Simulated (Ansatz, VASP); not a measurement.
# Two plane-wave programs on GaSb

POSCAR

```
GaSb
1.0
    0.0000000000      3.0032922835      3.0032922835
    3.0032922835      0.0000000000      3.0032922835
    3.0032922835      3.0032922835      0.0000000000
Ga Sb
1 1
Direct
    0.0000000000      0.0000000000      0.0000000000
    0.2500000000      0.2500000000      0.2500000000
```

Contents of INCAR.step1:

```
PREC     = Accurate       # precision mode
ENCUT    = 520            # plane-wave cutoff, eV
ISMEAR   = -1             # smearing method
SIGMA    = 0.02           # smearing width, eV
LREAL    = False          # projectors in reciprocal space
LASPH    = True           # aspherical terms in the spheres
NELM     = 100            # most SCF steps
NBANDS   = 16             # bands
GGA      = PE             # functional
ALGO     = Normal         # electronic algorithm
EDIFF    = 1E-4           # SCF threshold, eV
LWAVE    = True           # write WAVECAR
LCHARG   = False          # write CHGCAR
```

The input INCAR.step2:

```
PREC     = Accurate       # precision mode
ENCUT    = 520            # plane-wave cutoff, eV
EDIFF    = 1E-6           # SCF threshold, eV
ISMEAR   = -1             # smearing method
SIGMA    = 0.02           # smearing width, eV
LREAL    = False          # projectors in reciprocal space
LASPH    = True           # aspherical terms in the spheres
NELM     = 100            # most SCF steps
ALGO     = Normal         # electronic algorithm
ISIF     = 2              # what is computed and relaxed
LWAVE    = False          # write WAVECAR
LCHARG   = False          # write CHGCAR
METAGGA  = R2SCAN         # meta-GGA
LMIXTAU  = True         
NBANDS   = 16             # bands
ISTART   = 1
```

The input KPOINTS:

```
regular mesh
0
Gamma
  6 6 6
```

Input for Ansatz:

```yaml
crystal:
  lattice:
    - [0.0, 3.0032922835, 3.0032922835]
    - [3.0032922835, 0.0, 3.0032922835]
    - [3.0032922835, 3.0032922835, 0.0]
  atoms:
    - { symbol: Ga, position: [0.0, 0.0, 0.0] }
    - { symbol: Sb, position: [0.25, 0.25, 0.25] }
kpoints:
  mp_grid: { grid: [6, 6, 6] }
hamiltonian:
  xc: r2scan
scf:
  occupations: { method: fermi_dirac, width: 0.02 }
  n_extra_bands: 4
output:
  forces: true
  stress: true
  eigenvalues: true
```

Alike in both runs: task single point; functional r2SCAN; k mesh 6 × 6 × 6; occupations fermi-dirac, width 0.02 eV; no spin polarisation.

|  | VASP | Ansatz |
| --- | --- | --- |
| version | VASP 6.6.1 | Ansatz 0.2.0 |
| potentials or method | VASP PAW PBE potentials, release 64 (Ga_d, Sb) | plane waves, PAW |
| plane-wave cutoff (eV) | 520 | 500 |
| valence electrons in the cell | 18 | 28 |

|  | VASP | Ansatz | Ansatz less VASP |
| --- | --- | --- | --- |
| gap on the k mesh at the Fermi level (eV) | 0.81 | 0.83 | +0.015 |
| pressure (GPa) | 4.0 | 3.8 | -0.12 |

The two sets of potentials don't hold the same shells in valence.

Caveats: the PAW data sets were made with another functional, which shifts forces and pressure a little (VASP); spin-orbit coupling is left out, which moves the levels of the heavy elements. A k mesh can miss the band edges. r2SCAN opens gaps a little over a GGA but as a rule still falls short of measured ones.
